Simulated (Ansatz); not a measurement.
`Cl/C=C/Cl`: measurement beside calculation (Ansatz, PBE0-D4/def2-TZVP geometry).

```xyz
6

Cl   -0.2356   -1.8731    1.0004
C     0.1241   -0.2457    0.6010
C    -0.1242    0.2457   -0.6010
Cl    0.2356    1.8731   -1.0004
H     0.5634    0.3340    1.4016
H    -0.5634   -0.3340   -1.4016
```

Measured: 9.5 eV (ionisation energy: onset of first photoelectron band (X state of cation), approximate, XUV photoelectron spectroscopy, 22.3 eV). Source: Ultrafast photochemical processes in 1,2-dichloroethene measured with a universal XUV probe, 2024 (pmc:11563349).

```tsv
level	vertical IE (eV)	minus measured (eV)
PBE-D4/def2-TZVPP	9.32	-0.18
r2SCAN-D4/def2-TZVPP	9.40	-0.10
PBE0-D4/def2-TZVPP	9.53	0.03
B3LYP-D4/def2-TZVPP	9.51	0.01
ωB97X-V/def2-TZVPP	9.65	0.15
ωB97M-V/def2-TZVPP	9.60	0.10
B2PLYP/def2-TZVPP	9.54	0.04
HF/def2-TZVPP	8.83	-0.67
MP2/def2-TZVPP	9.90	0.40
CCSD/def2-TZVPP	9.71	0.21
CCSD(T)/def2-TZVPP	9.71	0.21
HF/def2-QZVPP	8.83	-0.67
MP2/def2-QZVPP	10.00	0.50
HF/CBS(def2)	8.83	-0.67
MP2/CBS(def2)	10.08	0.58
CCSD/CBS(def2)	9.89	0.39
CCSD(T)/CBS(def2)	9.89	0.39
−ε(HOMO), LDA (SPW92)	6.33	-3.17
−ε(HOMO), PBE	6.16	-3.34
−ε(HOMO), revPBE	6.10	-3.40
−ε(HOMO), BLYP	5.99	-3.51
−ε(HOMO), r2SCAN	6.40	-3.10
−ε(HOMO), B97M-V	6.44	-3.06
−ε(HOMO), PBE0	7.34	-2.16
−ε(HOMO), B3LYP	7.11	-2.39
−ε(HOMO), r2SCANh	6.83	-2.67
−ε(HOMO), r2SCAN0	7.49	-2.01
−ε(HOMO), HSE06	6.94	-2.56
−ε(HOMO), BHLYP	8.37	-1.13
−ε(HOMO), CAM-B3LYP	8.63	-0.87
−ε(HOMO), LC-ωPBE	10.00	0.50
−ε(HOMO), ωB97X-V	9.62	0.12
−ε(HOMO), ωB97M-V	9.48	-0.02
```

Computed values are vertical and leave out zero-point energy and spin–orbit coupling, so an adiabatic measurement lies lower by the cation's relaxation.

B3LYP here is the variant with VWN-RPA as its local correlation; programs differ in this.
